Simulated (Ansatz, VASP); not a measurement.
Two plane-wave programs on LiH

File POSCAR:

```
LiH
1.0
    0.0000000000      2.0422792492      2.0422792492
    2.0422792492      0.0000000000      2.0422792492
    2.0422792492      2.0422792492      0.0000000000
Li H
1 1
Direct
    0.0000000000      0.0000000000      0.0000000000
    0.5000000000      0.5000000000      0.5000000000
```

The input INCAR.step1:

```
SYSTEM = LiH
PREC = Accurate
ENCUT = 520
ISMEAR = 0
SIGMA = 0.01
LREAL = .FALSE.
LASPH = .TRUE.
NELM = 80
NBANDS = 9
GGA = PE
ALGO = Normal
EDIFF = 1E-4
LWAVE = .TRUE.
LCHARG = .FALSE.
```

Contents of INCAR.step2:

```
SYSTEM = LiH
PREC = Accurate
ENCUT = 520
EDIFF = 1E-7
ISMEAR = 0
SIGMA = 0.01
LREAL = .FALSE.
LASPH = .TRUE.
NELM = 80
ALGO = Normal
ISIF = 2
LWAVE = .FALSE.
LCHARG = .FALSE.
METAGGA = R2SCAN
LMIXTAU = .TRUE.
NBANDS = 9
ISTART = 1
```

KPOINTS

```
Automatic mesh
0
G
  10 10 10
  0 0 0
```

Input for Ansatz:

```yaml
crystal:
  lattice:
    - [0.0, 2.0422792492, 2.0422792492]
    - [2.0422792492, 0.0, 2.0422792492]
    - [2.0422792492, 2.0422792492, 0.0]
  atoms:
    - { symbol: Li, position: [0.0, 0.0, 0.0] }
    - { symbol: H, position: [0.5, 0.5, 0.5] }
kpoints:
  mp_grid: { grid: [10, 10, 10] }
hamiltonian:
  xc: r2scan
scf:
  occupations: { method: fixed }
  n_extra_bands: 4
output:
  forces: true
  stress: true
  eigenvalues: true
```

Alike in both runs: task single point; functional r2SCAN; k mesh 10 × 10 × 10; no spin polarisation.

|  | VASP | Ansatz |
| --- | --- | --- |
| version | VASP 6.6.1 | Ansatz 0.2.0 |
| potentials or method | VASP PAW PBE potentials, release 64 (Li_sv, H) | plane waves, PAW |
| plane-wave cutoff (eV) | 520 | 500 |
| occupations | gaussian, width 0.01 eV | fixed |
| valence electrons in the cell | 4 | 4 |

Ansatz gave:

| Quantity | Value |
| --- | --- |
| gap on the k mesh at the Fermi level (eV) | 3.66 |

Task: What did VASP give for the same quantities?

Result: gap on the k mesh at the Fermi level (eV): 3.61.

Caveats: the PAW data sets were made with another functional, which shifts forces and pressure a little (VASP). r2SCAN opens gaps a little over a GGA but as a rule still falls short of measured ones. A k mesh can miss the band edges.
